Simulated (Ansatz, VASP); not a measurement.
**One calculation of Ni2Ge, two programs**

The input INCAR:

```
SYSTEM = Ni2Ge
  PREC = Accurate
  ENCUT = 520
  EDIFF = 1E-7
  ISMEAR = 0
  SIGMA = 0.1
  LREAL = .FALSE.
  LASPH = .TRUE.
  NELM = 60
  ALGO = Fast
  ISIF = 2
  LWAVE = .FALSE.
  LCHARG = .FALSE.
  GGA = PS
  NBANDS = 43
```

KPOINTS

```
regular mesh
0
G
  12 12 8
  0 0 0
```

Contents of POSCAR:

```
Ni2Ge
1.0
    4.0911217254      0.0000000000      0.0000000000
   -2.0455608627      3.5430153441      0.0000000000
    0.0000000000      0.0000000000      5.1644812119
Ni Ge
4 2
Direct
    0.6666666667      0.3333333333      0.2500000000
    0.3333333333      0.6666666667      0.7500000000
    0.0000000000      0.0000000000      0.0000000000
    0.0000000000      0.0000000000      0.5000000000
    0.6666666667      0.3333333333      0.7500000000
    0.3333333333      0.6666666667      0.2500000000
```

Input for Ansatz:

```yaml
crystal:
  lattice:
    - [4.0911217254, 0.0, 0.0]
    - [-2.0455608627, 3.5430153441, 0.0]
    - [0.0, 0.0, 5.1644812119]
  atoms:
    - { symbol: Ni, position: [0.6666666667, 0.3333333333, 0.25] }
    - { symbol: Ni, position: [0.3333333333, 0.6666666667, 0.75] }
    - { symbol: Ni, position: [0.0, 0.0, 0.0] }
    - { symbol: Ni, position: [0.0, 0.0, 0.5] }
    - { symbol: Ge, position: [0.6666666667, 0.3333333333, 0.75] }
    - { symbol: Ge, position: [0.3333333333, 0.6666666667, 0.25] }
basis:
  ecutwfc: 420
kpoints:
  mp_grid: { grid: [12, 12, 8] }
hamiltonian:
  xc: pbesol
scf:
  occupations: { method: gaussian, width: 0.1 }
output:
  forces: true
  stress: true
  eigenvalues: true
  write_density: true
  write_potential: true
  elf: true
  volumetric_format: npy
```

Change from the starting cell: equal strain along all axes, cell held, atoms relaxed: +3.0 %.

Alike in both runs: task single point; functional PBEsol; k mesh 12 × 12 × 8; occupations gaussian, width 0.1 eV; no spin polarisation.

```csv
,VASP,Ansatz
version,VASP 6.6.1,Ansatz 0.2.0
potentials or method,"VASP PAW PBE potentials, release 64 (Ni, Ge_d)","scalar-relativistic, plane waves, PAW"
plane-wave cutoff (eV),520,420
valence electrons in the cell,68,100
```

|  | VASP | Ansatz | Ansatz less VASP |
| --- | --- | --- | --- |
| gap on the k mesh at the Fermi level (eV) | none | none | - |
| pressure (GPa) | -14.3 | -14.5 | -0.27 |
| largest component of the traceless stress (GPa) | 1.45 | 1.51 | +0.062 |

A gap of «none» marks a metal or a gap that the smearing closes. The functional is the same, so the differences come from potentials, cutoffs and numerics. The two sets of potentials don't hold the same shells in valence.

Caveats: the PAW data sets were made with another functional, which shifts forces and pressure a little (VASP). Spin polarisation is off, so any magnetic state and its effect on volume and gap are missing.
